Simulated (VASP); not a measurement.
**HgSe: equation of state with PBEsol**

**Measured values to compare with.**

“The pseudo-binary mercury chalcogenide alloy HgSe0.7S0.3 at high pressure: a mechanism of the zinc blende/cinnabar reconstructive phase transition”, 2002, arxiv:cond-mat/0209548 quotes, for a bulk crystal of HgSe: bulk modulus 51.6 ± 0.2 GPa.

The system is HgSe.

```
Hg Se
1.0
     0.00000    3.03900    3.03900
     3.03900    0.00000    3.03900
     3.03900    3.03900    0.00000
Hg Se
1 1
Direct
  0.00000 0.00000 0.00000
  0.75000 0.75000 0.75000
```

- Program: VASP 6.6.1
- Task: equation of state
- Functional: PBEsol
- Potentials or basis: VASP PAW PBE potentials, release 64 (Hg, Se)
- Cutoff: 520 eV
- k mesh: 8 × 8 × 8
- Occupations: fermi-dirac, width 0.05 eV
- Spin: no spin polarisation

```yaml
Equilibrium_volume: 29.03 Å³/atom
Bulk_modulus: 51 GPa
Pressure_derivative_of_the_bulk_modulus: 5.0
```

Energy against volume, from the lowest point:
```
volume (Å³/atom)  energy (meV/atom)
          26.383              46.76
          26.944              27.78
          27.505              14.16
          28.067               5.33
          28.628               0.77
          29.189               0.00
          29.751               2.60
```

All runs of the series together: 82 s on 1 thread of Intel(R) Xeon(R) Platinum 8488C (Sapphire Rapids) (shared host).

A measured bulk modulus of HgSe is 51.6 GPa (quoted in “The pseudo-binary mercury chalcogenide alloy HgSe0.7S0.3 at high pressure: a mechanism of the zinc blende/cinnabar reconstructive phase transition”, 2002, arxiv:cond-mat/0209548); the calculated 51 GPa misses it by -0.2 %. The fit is for a static lattice scaled at fixed shape and fixed fractional positions.

Caveat: the PAW data sets were made with another functional, which shifts forces and pressure a little. Spin-orbit coupling is left out, which matters for the levels of Hg.
